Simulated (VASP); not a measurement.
**PbF2 (Fluorocronite) under changes of volume**

One of the cells (17.606 Å³/atom); the others are scaled copies at fixed shape and fractional positions:

```xyz
3
Lattice="0.0000 2.9779 2.9779 2.9779 0.0000 2.9779 2.9779 2.9779 0.0000" Properties=species:S:1:pos:R:3 pbc="T T T"
Pb    0.0000    0.0000    0.0000
F     4.4669    4.4669    4.4669
F     1.4890    1.4890    1.4890
```

```yaml
Program: VASP 6.6.1
Functional: PBE
Dispersion: D3(BJ)
Potentials_or_basis: VASP PAW PBE potentials, release 64 (Pb_d, F)
Cutoff: 520 eV
k_mesh: 8 × 8 × 8
Occupations: gaussian, width 0.02 eV
Spin: no spin polarisation
```

| volume (Å³/atom) | energy over the lowest point (meV/atom) | pressure (GPa) |
| --- | --- | --- |
| 16.902 | 8.25 | 3.2 |
| 17.254 | 2.36 | 1.5 |
| 17.606 | 0.00 | 0.0 |
| 17.958 | ? | ? |
| 18.310 | 4.37 | -2.5 |

**Question.** What does the run at 17.958 Å³/atom give?

**Answer.** Energy over the lowest point 0.82 meV/atom; pressure -1.3 GPa.

Worked out: A Birch-Murnaghan fit of order 2 (a polynomial in V^(-2/3)) to the other rows has its minimum at 17.69 Å³/atom with B0 = V·E''(V) = 70 GPa. It gives 0.75 meV/atom at 17.958 Å³/atom, against the run's 0.82, and -dE/dV = -1.0 GPa, against -1.3.

Energies are extrapolated to zero smearing.
